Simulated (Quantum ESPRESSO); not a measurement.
**As under changes of volume**

One of the cells (22.434 Å³/atom); the others are scaled copies at fixed shape and fractional positions:

```
As
1.0
     1.82500   -5.50000    0.00000
     1.82500    5.50000    0.00000
     0.00000    0.00000    4.47000
As
4
Direct
  0.39000 0.61000 0.56000
  0.89000 0.11000 0.94000
  0.61000 0.39000 0.44000
  0.11000 0.89000 0.06000
```

This isn't the form of As at room conditions, which is rhombohedral.

```yaml
Program: Quantum ESPRESSO 7.5
Functional: LDA
Potentials_or_basis: GBRV 1.5 LDA
Cutoff: 612 eV
Density_cutoff: 4898 eV
k_mesh: 8 × 8 × 6
Occupations: fermi-dirac, width 0.05 eV
Spin: no spin polarisation
```

```tsv
volume (Å³/atom)	energy over the lowest point (meV/atom)	pressure (GPa)
21.088	10.22	3.6
21.536	2.70	1.7
21.985	0.00	0.1
22.434	1.61	-1.3
22.882	7.11	-2.7
23.331	?	?
23.780	28.29	-4.9
```

Task: What does the run at 23.331 Å³/atom give?

Result: Energy over the lowest point 16.13 meV/atom; pressure -3.8 GPa.

Worked out: A Birch-Murnaghan fit of order 3 (a polynomial in V^(-2/3)) to the other rows has its minimum at 22.03 Å³/atom with B0 = V·E''(V) = 75 GPa and B' = 4.2 at fixed shape and positions, which overstates the stiffness. It gives 16.12 meV/atom at 23.331 Å³/atom, against the run's 16.13, and -dE/dV = -3.8 GPa, against -3.8.

Energies are extrapolated to zero smearing.
